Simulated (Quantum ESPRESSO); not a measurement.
A run of Quantum ESPRESSO 7.5:

pw.in

```
&CONTROL
  calculation = 'scf'
  prefix = 'pwscf'
  outdir = './tmp'
  pseudo_dir = './pseudo'
  tprnfor = .true.
  disk_io = 'low'
/
&SYSTEM
  ibrav = 0
  celldm(1) = 8
  nat = 6
  ntyp = 1
  ecutwfc = 80
  nbnd = 51
  occupations = 'smearing'
  smearing = 'fd'
  degauss = 0.00367493
/
&ELECTRONS
  conv_thr = 6d-09
  electron_maxstep = 150
  mixing_beta = 0.3
  mixing_mode = 'local-TF'
/
ATOMIC_SPECIES
Ga    69.7230 Ga.upf
CELL_PARAMETERS alat
  0.6533728075894   0.0000000000000   0.0000000000000
  0.0277435416672   0.7865819642719   0.0000000000000
  0.0000000000000   0.0000000000000   5.8982164872027
ATOMIC_POSITIONS crystal
Ga     0.5000000000    0.2500000000    0.3003650757
Ga     0.0000000000    0.7500000000    0.3771229303
Ga     0.0000000000    0.2500000000    0.4616210727
Ga     0.5000000000    0.7500000000    0.5383789273
Ga     0.5000000000    0.2500000000    0.6228770697
Ga     0.0000000000    0.7500000000    0.6996349243
K_POINTS automatic
10 8 1 0 0 0
```

File pp_density.in:

```
&INPUTPP
  prefix = 'pwscf'
  outdir = './tmp'
  filplot = 'density.dat'
  plot_num = 0
/
&PLOT
  nfile = 1
  filepp(1) = 'density.dat'
  iflag = 3
  output_format = 6
  fileout = 'density.cube'
/
```

Contents of pp_potential.in:

```
&INPUTPP
  prefix = 'pwscf'
  outdir = './tmp'
  filplot = 'potential.dat'
  plot_num = 11
/
&PLOT
  nfile = 1
  filepp(1) = 'potential.dat'
  iflag = 3
  output_format = 6
  fileout = 'potential.cube'
/
```

The input pp_elf.in:

```
&INPUTPP
  prefix = 'pwscf'
  outdir = './tmp'
  filplot = 'elf.dat'
  plot_num = 8
/
&PLOT
  nfile = 1
  filepp(1) = 'elf.dat'
  iflag = 3
  output_format = 6
  fileout = 'elf.cube'
/
```

Potentials or basis: PseudoDojo 0.4.1 SR PBE standard.

Command:

```bash
$ OMP_NUM_THREADS=1 mpirun -n 2 pw.x -nk 2 -in pw.in > pw.out
$ OMP_NUM_THREADS=1 mpirun -n 1 pp.x -in pp_density.in > pp_density.out
$ OMP_NUM_THREADS=1 mpirun -n 1 pp.x -in pp_potential.in > pp_potential.out
$ OMP_NUM_THREADS=1 mpirun -n 1 pp.x -in pp_elf.in > pp_elf.out
```

Hardware: 2 MPI ranks on Arm Neoverse V2 (shared host).

Q: Estimate the wall time of this run.

A: It took 10 min on 2 MPI ranks on Arm Neoverse V2 (shared host), peak memory 1.1 GiB a rank. Counts: scf iterations 16, k pools 2, bands 51, k points 42, g dense 149949.
